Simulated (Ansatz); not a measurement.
The following input was run with Ansatz 0.2.0.

```yaml
crystal:
  lattice:
    - [15.6, 0.0, 0.0]
    - [0.0, 15.0, 0.0]
    - [0.0, 0.0, 5.0203151271]
  atoms:
    - { symbol: Mg, position: [0.3941402222, 0.3093113058, 0.0037155892], spin: 0.3 }
    - { symbol: Mg, position: [0.2882804444, 0.5, 0.0037155892], spin: 0.3 }
    - { symbol: Mg, position: [0.6058597778, 0.3093113058, 0.0037155892], spin: 0.3 }
    - { symbol: Mg, position: [0.5, 0.5, 0.0037155892], spin: 0.3 }
    - { symbol: Mg, position: [0.3941402222, 0.6906886942, 0.0037155892], spin: 0.3 }
    - { symbol: Mg, position: [0.7117195556, 0.5, 0.0037155892], spin: 0.3 }
    - { symbol: Mg, position: [0.6058597778, 0.6906886942, 0.0037155892], spin: 0.3 }
    - { symbol: Mg, position: [0.3941402222, 0.4364371019, 0.5037155892], spin: 0.3 }
    - { symbol: Mg, position: [0.6058597778, 0.4364371019, 0.5037155892], spin: 0.3 }
    - { symbol: Mg, position: [0.5, 0.6271257961, 0.5037155892], spin: 0.3 }
    - { symbol: O, position: [0.3941402222, 0.3093113058, 0.4008844108], spin: 0.3 }
    - { symbol: O, position: [0.2882804444, 0.5, 0.4008844108], spin: 0.3 }
    - { symbol: O, position: [0.6058597778, 0.3093113058, 0.4008844108], spin: 0.3 }
    - { symbol: O, position: [0.5, 0.5, 0.4008844108], spin: 0.3 }
    - { symbol: O, position: [0.3941402222, 0.6906886942, 0.4008844108], spin: 0.3 }
    - { symbol: O, position: [0.7117195556, 0.5, 0.4008844108], spin: 0.3 }
    - { symbol: O, position: [0.6058597778, 0.6906886942, 0.4008844108], spin: 0.3 }
    - { symbol: O, position: [0.3941402222, 0.4364371019, 0.9008844108], spin: 0.3 }
    - { symbol: O, position: [0.6058597778, 0.4364371019, 0.9008844108], spin: 0.3 }
    - { symbol: O, position: [0.5, 0.6271257961, 0.9008844108], spin: 0.3 }
basis:
  ecutwfc: 420
kpoints:
  mp_grid: { grid: [1, 1, 7] }
hamiltonian:
  xc: pbesol
scf:
  occupations: { method: gaussian, width: 0.05 }
  lower_state_search: "off"
output:
  forces: true
  stress: true
  eigenvalues: true
  populations: true
  write_density: true
  write_potential: true
  elf: true
  volumetric_format: npy
magnetization:
  spin_polarized: true
relax:
  adjacent_minimum: "off"
  f_tol: 0.02
  max_steps: 45
  cell: { fix: [a, b, alpha, beta, gamma], stress_tol: 0.03 }
```

Run as
```bash
ansatz run input.yaml --threads 4 --pin off --max-ram 11264MiB --backend cpu --events-out ev --progress --plain --runs-dir out
```

The calculation used Ansatz 0.2.0, DFT PBEsol, scalar-relativistic, plane waves, PAW.

Part of what the program printed, abridged:

```
Pseudopotentials: kind: paw
Pseudopotential: Mg, paw, valence charge 10, recommended cutoff 420 eV (normal)
Pseudopotential: O, paw, valence charge 6, recommended cutoff 420 eV (normal)
Functional definition: PBEsol
Crystal: 20 atoms, lattice volume = 1174.754 Å³
Basis set: ecut = 420 eV, 22947 PW (Γ), exchange–correlation on 216×216×72 points (8 copies of the dense FFT grid, shifted against one another)
Bands: 103, of which v1, the nominal top of the filled ones, is band 80 counted from 1 (79 counted from 0)
Symmetry: 2 space group operations
Space group: Pm (ITA 6), of the structure as read, at distance tolerance 1.1e-4 Å
Magnetic group: BNS 6.18 (UNI 25), of the structure as read, at distance tolerance 1.1e-4 Å
k-points: 4 of 7 (time reversal used)
Initial density: superposition of atomic densities (neutral atoms: chi_scale 0, normalization atom)
Starting moments: Σ|m| = 6 μB on 20 of 20 sites
Initial wavefunctions: pseudopotential atomic-orbital guess
Functional: x = pbesol(κ = 0.804, μ = 0.12345679), c = pbesol(β = 0.046)
SCF iter   1: F=—  HF=-24766.449040 eV  |F-HF|=—  |Δ(HF+E_count)|=         —  Δρ=4.84e-2 (↑3.62e-2 ↓4.84e-2) dr2=1.11e2  dr2_m=2.54e0  M=0.000 μB ∫|m|=0.565 μB  β_m=0.30  ethr=3.10e-3  ⟨swp⟩=11.8  Hψ=3894  notcnv=0  defer=17
spin=Collinear: Resta preconditioning applied to the charge; magnetization (m = ρ↑ − ρ↓) channel mixes plain (no charge-response kernel on spin).
SCF iter   2: F=—  HF=-24736.699805 eV  |F-HF|=—  |Δ(HF+E_count)|=    2.97e1  Δρ=1.63e-2 (↑1.63e-2 ↓1.60e-2) dr2=1.18e1  dr2_m=1.26e0  M=0.000 μB ∫|m|=0.564 μB  β_m=0.30  ethr=3.10e-3  ⟨swp⟩=3.0  Hψ=1537  notcnv=0  defer=142
SCF iter   3: F=—  HF=-24734.032736 eV  |F-HF|=—  |Δ(HF+E_count)|=    2.67e0  Δρ=1.37e-2 (↑1.37e-2 ↓1.06e-2) dr2=2.82e0  dr2_m=6.03e-1  M=0.245 μB ∫|m|=0.542 μB  β_m=0.30  ethr=3.10e-3  ⟨swp⟩=3.1  Hψ=1255  notcnv=0  defer=136
SCF iter   4: F=—  HF=-24733.499622 eV  |F-HF|=—  |Δ(HF+E_count)|=   5.33e-1  Δρ=7.44e-3 (↑6.02e-3 ↓7.44e-3) dr2=1.33e0  dr2_m=3.30e-1  M=0.005 μB ∫|m|=0.416 μB  β_m=0.30  ethr=1.76e-3  ⟨swp⟩=2.0  Hψ=1288  notcnv=0  defer=136
SCF iter   5: F=—  HF=-24734.205301 eV  |F-HF|=—  |Δ(HF+E_count)|=   7.06e-1  Δρ=1.19e-2 (↑8.36e-3 ↓1.19e-2) dr2=6.78e0  dr2_m=2.08e-1  M=0.849 μB ∫|m|=1.135 μB  β_m=0.30  ethr=8.31e-4  ⟨swp⟩=3.0  Hψ=1080  notcnv=0  defer=136
SCF iter   6: F=—  HF=-24733.493552 eV  |F-HF|=—  |Δ(HF+E_count)|=   7.12e-1  Δρ=3.94e-3 (↑3.87e-3 ↓3.94e-3) dr2=7.21e-1  dr2_m=7.44e-2  M=0.531 μB ∫|m|=0.736 μB  β_m=0.30  ethr=8.31e-4  ⟨swp⟩=2.0  Hψ=1131  notcnv=0  defer=136
SCF iter   7: F=—  HF=-24733.419970 eV  |F-HF|=—  |Δ(HF+E_count)|=   7.36e-2  Δρ=2.20e-3 (↑2.20e-3 ↓2.07e-3) dr2=3.88e-2  dr2_m=4.43e-2  M=0.286 μB ∫|m|=0.602 μB  β_m=0.30  ethr=4.51e-4  ⟨swp⟩=2.0  Hψ=854  notcnv=0  defer=136
Mixer restart at iter 7: flushing history
spin-set hold released at iteration 7 (site moments contracting): the magnetisation degrees of freedom join the quasi-Newton model from the next iteration; the mixer history was flushed
SCF iter   8: F=—  HF=-24733.425350 eV  |F-HF|=—  |Δ(HF+E_count)|=   5.38e-3  Δρ=1.89e-3 (↑1.43e-3 ↓1.89e-3) dr2=3.64e-2  dr2_m=2.40e-2  M=0.284 μB ∫|m|=0.567 μB  β_m=0.36  ethr=2.42e-5  ⟨swp⟩=2.4  Hψ=1055  notcnv=0  defer=136
SCF iter   9: F=—  HF=-24733.433067 eV  |F-HF|=—  |Δ(HF+E_count)|=   7.72e-3  Δρ=1.78e-3 (↑1.21e-3 ↓1.78e-3) dr2=8.52e-2  dr2_m=1.33e-2  M=0.285 μB ∫|m|=0.547 μB  β_m=0.29  ethr=2.27e-5  ⟨swp⟩=3.0  Hψ=1013  notcnv=0  defer=136
SCF iter  10: F=—  HF=-24733.429240 eV  |F-HF|=—  |Δ(HF+E_count)|=   3.83e-3  Δρ=6.18e-4 (↑6.18e-4 ↓5.78e-4) dr2=1.05e-2  dr2_m=2.20e-3  M=0.284 μB ∫|m|=0.512 μB  β_m=0.27  ethr=2.27e-5  ⟨swp⟩=2.5  Hψ=1073  notcnv=0  defer=136
SCF iter  11: F=—  HF=-24733.428766 eV  |F-HF|=—  |Δ(HF+E_count)|=   4.74e-4  Δρ=1.67e-4 (↑1.67e-4 ↓1.55e-4) dr2=2.06e-4  dr2_m=2.41e-4  M=0.271 μB ∫|m|=0.486 μB  β_m=0.51  ethr=6.59e-6  ⟨swp⟩=1.9  Hψ=879  notcnv=0  defer=136
SCF iter  12: F=—  HF=-24733.428845 eV  |F-HF|=—  |Δ(HF+E_count)|=   7.93e-5  Δρ=1.01e-4 (↑9.30e-5 ↓1.01e-4) dr2=1.29e-4  dr2_m=7.81e-5  M=0.272 μB ∫|m|=0.475 μB  β_m=0.61  ethr=1.29e-7  ⟨swp⟩=2.0  Hψ=994  notcnv=0  defer=136
SCF iter  13: F=—  HF=-24733.428940 eV  |F-HF|=—  |Δ(HF+E_count)|=   9.46e-5  Δρ=9.21e-5 (↑6.47e-5 ↓9.21e-5) dr2=3.74e-4  dr2_m=6.11e-6  M=0.273 μB ∫|m|=0.462 μB  β_m=0.49  ethr=8.07e-8  ⟨swp⟩=2.0  Hψ=994  notcnv=0  defer=136
SCF iter  14: F=—  HF=-24733.428894 eV  |F-HF|=—  |Δ(HF+E_count)|=   4.53e-5  Δρ=2.57e-5 (↑2.57e-5 ↓2.30e-5) dr2=2.05e-5  dr2_m=2.89e-6  M=0.272 μB ∫|m|=0.461 μB  β_m=0.62  ethr=8.07e-8  ⟨swp⟩=2.0  Hψ=927  notcnv=0  defer=136
SCF iter  15: F=—  HF=-24733.429501 eV  |F-HF|=—  |Δ(HF+E_count)|=   6.06e-4  Δρ=1.59e-5 (↑1.19e-5 ↓1.59e-5) dr2=2.79e-6  dr2_m=1.39e-6  M=0.272 μB ∫|m|=0.458 μB  β_m=0.57  ethr=1.28e-8  ⟨swp⟩=2.5  Hψ=1108  notcnv=0  defer=136
SCF iter  16: F=—  HF=-24733.429502 eV  |F-HF|=—  |Δ(HF+E_count)|=   1.07e-6  Δρ=4.59e-6 (↑4.59e-6 ↓4.51e-6) dr2=8.73e-8  dr2_m=1.98e-7  M=0.272 μB ∫|m|=0.455 μB  β_m=0.67  ethr=6.25e-11  ⟨swp⟩=25.9  Hψ=7626  notcnv=0
SCF iter  17: F=—  HF=-24733.429502 eV  |F-HF|=—  |Δ(HF+E_count)|=   4.80e-7  Δρ=3.01e-6 (↑3.01e-6 ↓2.57e-6) dr2=1.66e-7  dr2_m=4.71e-8  M=0.272 μB ∫|m|=0.454 μB  β_m=0.64  ethr=5.45e-11  ⟨swp⟩=9.4  Hψ=5110  notcnv=0
SCF iter  18: F=—  HF=-24733.429502 eV  |F-HF|=—  |Δ(HF+E_count)|=   1.11e-7  Δρ=2.80e-6 (↑1.55e-6 ↓2.80e-6) dr2=2.13e-7  dr2_m=1.83e-8  M=0.272 μB ∫|m|=0.453 μB  β_m=0.54  ethr=5.45e-11  ⟨swp⟩=2.0  Hψ=1010  notcnv=0
SCF iter  19: F=—  HF=-24733.429502 eV  |F-HF|=—  |Δ(HF+E_count)|=   2.23e-8  Δρ=2.91e-6 (↑1.45e-6 ↓2.91e-6) dr2=3.09e-7  dr2_m=1.33e-8  M=0.272 μB ∫|m|=0.453 μB  β_m=0.38  ethr=5.45e-11  ⟨swp⟩=2.0  Hψ=981  notcnv=0
SCF iter  20: F=-24733.429502 eV  HF=-24733.429502 eV  |F-HF|=2.25e-8  |Δ(HF+E_count)|=   1.81e-8  Δρ=8.50e-7 (↑8.50e-7 ↓7.30e-7) dr2=2.70e-8  dr2_m=1.86e-9  M=0.272 μB ∫|m|=0.453 μB  β_m=0.35  ethr=5.45e-11  ⟨swp⟩=7.0  Hψ=4494  notcnv=0
SCF iter  21: F=-24733.429502 eV  HF=-24733.429502 eV  |F-HF|=5.53e-10  |Δ(HF+E_count)|=  6.91e-10  Δρ=3.13e-7 (↑2.89e-7 ↓3.13e-7) dr2=9.90e-10  dr2_m=6.77e-10  M=0.272 μB ∫|m|=0.453 μB  β_m=0.44  ethr=1.69e-11  ⟨swp⟩=7.0  Hψ=4270  notcnv=0
SCF iter  22: F=-24733.429502 eV  HF=-24733.429502 eV  |F-HF|=1.78e-10  |Δ(HF+E_count)|=   1.12e-9  Δρ=1.62e-7 (↑1.62e-7 ↓1.21e-7) dr2=2.58e-10  dr2_m=1.21e-10  M=0.272 μB ∫|m|=0.453 μB  ethr=1.00e-12  ⟨swp⟩=6.0  Hψ=4125  notcnv=0
SCF 1 converged in 22 iterations: F = -24733.429502 eV  dr2 = 2.58e-10
   ...
the starting moments were not kept: the SCF closed with an absolute magnetisation of 1.9e-6 μB, where they sum to 6 μB in size (20 sites). That is at most 0.1 of that sum. Measured as dr2_m measures the in/out step, that magnetisation stands 1.3e-13 eV from none, at or under the dr2_threshold of 3.7e-8 eV: it is no larger than a step whose dr2_m would equal this threshold.
SCF 12 converged in 7 iterations: F = -24745.147649 eV  dr2 = 3.69e-9
relax step  12: F+E_penalty+E_count = -24745.14764884 eV  Δ(F+E_penalty+E_count) = -9.760e-4 eV  max|allowed force component| = 1.344e-3 eV/Å  Δτ_max = 0.0015 Å  P = +0.002 GPa  Ω = 896.076 Å³  energy of the carried Pulay correction = +6.630e-4 eV  fix = [a, b, alpha, beta, gamma]  reactions: a +0.002, b +0.003 GPa; alpha  0.000 GPa/rad (7 SCF iters, dr2 threshold 3.66e-8 eV, accepted)
SCF iter   1: F=—  HF=-24745.147005 eV  |F-HF|=—  |Δ(HF+E_count)|=         —  Δρ=2.07e-6 (↑2.07e-6 ↓2.06e-6) dr2=2.48e-8  dr2_m=1.74e-11  M=0.000 μB ∫|m|=0.000 μB  β_m=0.30  ethr=2.26e-7  ⟨swp⟩=4.2  Hψ=6108  notcnv=0
spin=Collinear: Resta preconditioning applied to the charge; magnetization (m = ρ↑ − ρ↓) channel mixes plain (no charge-response kernel on spin).
SCF iter   2: F=—  HF=-24745.147023 eV  |F-HF|=—  |Δ(HF+E_count)|=   1.86e-5  Δρ=1.36e-6 (↑1.36e-6 ↓1.35e-6) dr2=8.04e-9  dr2_m=8.79e-12  M=0.000 μB ∫|m|=0.000 μB  β_m=0.42  ethr=1.55e-11  ⟨swp⟩=3.2  Hψ=1990  notcnv=0
SCF iter   3: F=—  HF=-24745.147023 eV  |F-HF|=—  |Δ(HF+E_count)|=   2.48e-8  Δρ=6.46e-7 (↑6.46e-7 ↓6.44e-7) dr2=2.25e-9  dr2_m=2.15e-12  M=0.000 μB ∫|m|=0.000 μB  β_m=0.53  ethr=5.02e-12  ⟨swp⟩=2.0  Hψ=1120  notcnv=0
SCF iter   4: F=—  HF=-24745.147023 eV  |F-HF|=—  |Δ(HF+E_count)|=   7.99e-9  Δρ=1.53e-7 (↑1.53e-7 ↓1.52e-7) dr2=4.02e-10  dr2_m=7.88e-14  M=0.000 μB ∫|m|=0.000 μB  β_m=0.47  ethr=1.41e-12  ⟨swp⟩=2.0  Hψ=1138  notcnv=0
SCF iter   5: F=-24745.147023 eV  HF=-24745.147023 eV  |F-HF|=2.91e-11  |Δ(HF+E_count)|=  1.09e-10  Δρ=4.93e-8 (↑4.91e-8 ↓4.93e-8) dr2=3.23e-11  dr2_m=1.71e-14  M=0.000 μB ∫|m|=0.000 μB  ethr=1.00e-12  ⟨swp⟩=9.1  Hψ=4056  notcnv=0
the starting moments were not kept: the SCF closed with an absolute magnetisation of 1.8e-7 μB, where they sum to 6 μB in size (20 sites). That is at most 0.1 of that sum. Measured as dr2_m measures the in/out step, that magnetisation stands 1.8e-15 eV from none, at or under the dr2_threshold of 7.2e-11 eV: it is no larger than a step whose dr2_m would equal this threshold.
SCF 13 converged in 5 iterations: F = -24745.147023 eV  dr2 = 3.23e-11
WARN: The output density's exchange-correlation potential varies sharply where the density is thin. Do not read a vacuum level from v_tot or v_xc, or from such a field of the output density. On a cell that repeats whose density bears no net charge and no dipole along the vacuum's axis use v_es (v_loc + v_h of the components); under efield.dipole_correction with no amplitude use v_es + v_field, which holds any external_charges[].barrier, or the levels of the report's work_function block, which leave it out; under a non-zero efield.amplitude the vacuum is tilted and has no level; on a cell that repeats and bears such a dipole with no correction it is tilted too, and efield.dipole_correction wi ...
SCF converged after 5 iterations
Magnetization: 0.0000 μB (80.0000 up, 80.0000 down)
Absolute magnetization: 0.0000 μB (∫|ρ↑−ρ↓|, with the PAW one-centre terms)
Spin contamination: 0.0000 ħ² per cell (⟨S²⟩ above its minimum at these occupations)
Per-site moments (μB) at R_I (Å): [(0.0, 0.79031383), (0.0, 0.79030696), (0.0, 0.79031383), (0.0, 0.78979641), (0.0, 0.79030576), (0.0, 0.79030696), (0.0, 0.79030576), (0.0, 0.78991408), (0.0, 0.78991408), (0.0, 0.78991375), (4.53427917e-9, 0.79031383), (7.99692245e-9, 0.79030696), (4.53427916e-9, 0.79031383), (1.74164502e-8, 0.78979641), (4.57823697e-9, 0.79030576), (7.99692245e-9, 0.79030696), (4.57823694e-9, 0.79030576), (5.53622598e-9, 0.78991408), (5.53622591e-9, 0.78991408), (5.76206752e-9, 0.78991375)]
Free energy (F): -24745.147023 eV
Harris-Foulkes:  -24745.147023 eV  (|F-HF|=2.91e-11)
Internal energy: -24745.147023 eV  (E = F + TS)
E sigma→0 (E₀):  -24745.147023 eV
Fermi energy:    -1.141130 eV
--- Per-component energies (eV) ---
  E_band       = -4601.237878
  E_kinetic    = 2525.972714
  E_local      = -83494.211160  (includes V_loc(G=0)·N_el)
  E_nonlocal   = 1440.775214
  E_hartree    = 38427.963711
  E_xc         = -1025.131104
  E_vxc        = -1319.660227  (∫ρ·V_xc dr)
  E_paw        = -4329.179244  (= ΣΔE_a)
  E_vpaw       = -610.066093  (= ΣTr[D̂ρ^β])
  E_aug_tail   = 0.024496  (compensation charges beyond the density's cutoff)
  E_ewald      = 21707.696848
  E_core_change = 0.941502  (= ΣΔE_core)
  E_smearing   =  0.000000  (= −TS)
--- Forces (eV/Å), atoms counted from 1 ---
  atom   1  Mg     0.00005553     0.00052408     0.00079254
  atom   2  Mg     0.00044414    -0.00029965     0.00079130
  atom   3  Mg    -0.00005553     0.00052408     0.00079254
  atom   4  Mg     0.00000000     0.00009335     0.00074098
  atom   5  Mg     0.00037638    -0.00028931     0.00079137
  atom   6  Mg    -0.00044414    -0.00029965     0.00079130
  atom   7  Mg    -0.00037638    -0.00028931     0.00079137
  atom   8  Mg    -0.00092520    -0.00053759     0.00087426
  atom   9  Mg     0.00092520    -0.00053759     0.00087426
  atom  10  Mg     0.00000000     0.00134059     0.00087489
  atom  11  O     -0.00050235    -0.00072779    -0.00089869
  atom  12  O     -0.00081596    -0.00000288    -0.00089686
  atom  13  O      0.00050235    -0.00072779    -0.00089869
  atom  14  O      0.00000000    -0.00015019    -0.00047671
  atom  15  O     -0.00028134     0.00076870    -0.00089805
  atom  16  O      0.00081596    -0.00000288    -0.00089686
  atom  17  O      0.00028134     0.00076870    -0.00089805
  atom  18  O      0.00021394     0.00018897    -0.00074655
  atom  19  O     -0.00021394     0.00018897    -0.00074655
  atom  20  O      0.00000000    -0.00052762    -0.00074641
--- Stress (GPa, compression-positive) ---
        0.001828       0.000000       0.000000
        0.000000       0.001958       0.000000
        0.000000       0.000000      -0.001398
  P = ⅓ Tr σ = 0.0008 GPa (0.008 kbar)
--- Band table (eV; the first three rows and the last of 8) ---
  k-point 0 ↑: bands = ["-75.4182", "-75.4181", "-75.4174", "-75.4174", "-75.4160", "-75.4157", "-74.2518", "-73.9362", "-73.9361", "-73.9342", "-42.4882", "-42.4876", "-42.4865", "-42.4861", "-42.4857", "-42.4842", "-42.4029", "-42.4029", "-42.4010", "-42.3970", "-42.3970", "-42.3951", "-42.2167", "-42.2167", "-42.2155", "-42.2155", "-42.2146", "-42.2137", "-41.2413", "-41.2413", "-41.1630", "-40.9043", "-40.8999", "-40.8996", "-40.8986", "-40.8974", "-40.8972", "-40.8948", "-40.8940", "-40.8918", "-19.3427", "-19.0596", "-19.0584", "-18.1891", "-17.4820", "-17.4804", "-17.4597", "-17.4278", "-17.4137", "-17.4120", "-5.8072", "-5.8070", "-5.5539", "-5.4412", "-5.0755", "-5.0752", "-5.0652", ...
  k-point 1 ↑: bands = ["-75.4182", "-75.4181", "-75.4174", "-75.4174", "-75.4160", "-75.4157", "-74.2517", "-73.9362", "-73.9361", "-73.9342", "-42.4882", "-42.4876", "-42.4865", "-42.4860", "-42.4856", "-42.4842", "-42.4030", "-42.4030", "-42.4011", "-42.3969", "-42.3969", "-42.3950", "-42.2179", "-42.2178", "-42.2168", "-42.2168", "-42.2157", "-42.2150", "-41.2414", "-41.2414", "-41.1652", "-40.9033", "-40.8998", "-40.8997", "-40.8987", "-40.8976", "-40.8971", "-40.8958", "-40.8951", "-40.8934", "-19.2708", "-19.0113", "-19.0101", "-18.1844", "-17.4479", "-17.4464", "-17.4255", "-17.4193", "-17.4009", "-17.3992", "-5.8602", "-5.8354", "-5.8353", "-5.3943", "-5.3191", "-5.3188", "-5.0687", ...
  k-point 2 ↑: bands = ["-75.4181", "-75.4181", "-75.4174", "-75.4174", "-75.4160", "-75.4157", "-74.2517", "-73.9362", "-73.9361", "-73.9342", "-42.4880", "-42.4874", "-42.4863", "-42.4859", "-42.4854", "-42.4840", "-42.4033", "-42.4032", "-42.4013", "-42.3966", "-42.3966", "-42.3947", "-42.2205", "-42.2204", "-42.2196", "-42.2196", "-42.2182", "-42.2179", "-41.2416", "-41.2416", "-41.1700", "-40.9016", "-40.9001", "-40.8997", "-40.8986", "-40.8986", "-40.8979", "-40.8972", "-40.8967", "-40.8963", "-19.0884", "-18.8982", "-18.8970", "-18.1964", "-17.3974", "-17.3837", "-17.3834", "-17.3603", "-17.3602", "-17.3472", "-6.2162", "-6.0028", "-6.0021", "-5.6379", "-5.6372", "-5.6228", "-5.3104", ...
  k-point 3 ↓: bands = ["-75.4181", "-75.4181", "-75.4174", "-75.4174", "-75.4159", "-75.4157", "-74.2516", "-73.9362", "-73.9361", "-73.9342", "-42.4879", "-42.4873", "-42.4862", "-42.4858", "-42.4853", "-42.4839", "-42.4034", "-42.4034", "-42.4015", "-42.3964", "-42.3963", "-42.3944", "-42.2226", "-42.2225", "-42.2218", "-42.2218", "-42.2203", "-42.2202", "-41.2418", "-41.2418", "-41.1737", "-40.9026", "-40.9006", "-40.8997", "-40.8997", "-40.8989", "-40.8985", "-40.8982", "-40.8971", "-40.8964", "-18.9054", "-18.8022", "-18.8010", "-18.2456", "-17.3753", "-17.3652", "-17.3639", "-17.2993", "-17.2982", "-17.2830", "-6.4416", "-6.1747", "-6.1737", "-5.8526", "-5.8514", "-5.7797", "-5.5523", ...
--- Relaxed structure (11 steps of the walk, 11 accepted, 2 SCFs on fresh bases) ---
  F+E_penalty+E_count = -24745.14702331 eV   max|allowed force component| = 1.340e-3 eV/Å   (the final SCF, on the basis selected at the relaxed cell)
  cell:  # Å, volume = 896.0760 Å³
    - [15.6, 1.37816285e-126, 0.0]
    - [1.32515659e-126, 15.0, 5.10752993e-116]
    - [0.0, 1.70942731e-116, 3.82938453]
  atoms:
    - { symbol: Mg, position: [0.37803292, 0.29593884, -0.04770428] }
    - { symbol: Mg, position: [0.26906981, 0.49219552, -0.04770430] }
    - { symbol: Mg, position: [0.62196707, 0.29593884, -0.04770428] }
    - { symbol: Mg, position: [0.5, 0.50001080, -0.04771098] }
    - { symbol: Mg, position: [0.39104314, 0.71190186, -0.04770418] }
    - { symbol: Mg, position: [0.73093018, 0.49219552, -0.04770430] }
    - { symbol: Mg, position: [0.60895685, 0.71190186, -0.04770418] }
    - { symbol: Mg, position: [0.38267364, 0.42956071, 0.45229259] }
    - { symbol: Mg, position: [0.61732635, 0.42956071, 0.45229259] }
    - { symbol: Mg, position: [0.5, 0.64089482, 0.45229265] }
    - { symbol: O, position: [0.37750436, 0.29132565, 0.45230817] }
    - { symbol: O, position: [0.26497497, 0.49397391, 0.45230813] }
    - { symbol: O, position: [0.62249563, 0.29132565, 0.45230817] }
    - { symbol: O, position: [0.5, 0.49999721, 0.45229797] }
    - { symbol: O, position: [0.38748020, 0.71464397, 0.45230825] }
    - { symbol: O, position: [0.73502502, 0.49397391, 0.45230813] }
    - { symbol: O, position: [0.61251979, 0.71464397, 0.45230825] }
    - { symbol: O, position: [0.38453744, 0.43067775, 0.95230384] }
    - { symbol: O, position: [0.61546255, 0.43067775, 0.95230384] }
    - { symbol: O, position: [0.5, 0.63866063, 0.95230391] }
--- Löwdin populations: 20 sites ---
  site symbol q [e]    m [muB]
     0     Mg      8.4024     0.0000
     1     Mg      8.4023     0.0000
     2     Mg      8.4024     0.0000
     3     Mg      8.4503     0.0000
     4     Mg      8.4023     0.0000
     5     Mg      8.4023     0.0000
     6     Mg      8.4023     0.0000
     7     Mg      8.4608     0.0000
     8     Mg      8.4608     0.0000
     9     Mg      8.4608     0.0000
    10      O      7.3966     0.0000
    11      O      7.3966     0.0000
    12      O      7.3966     0.0000
    13      O      7.3994     0.0000
    14      O      7.3965     0.0000
    15      O      7.3966     0.0000
    16      O      7.3965     0.0000
    17      O      7.4155     0.0000
    18      O      7.4155     0.0000
    19      O      7.4155     0.0000
  spilling = 0.010800 (of n_electrons = 160.000000)
```

The relaxation met its thresholds.

It took 10 min on 4 threads of AMD EPYC 7R43 64-Core Processor (Zen 3), on a shared host, peak memory 2.9 GiB.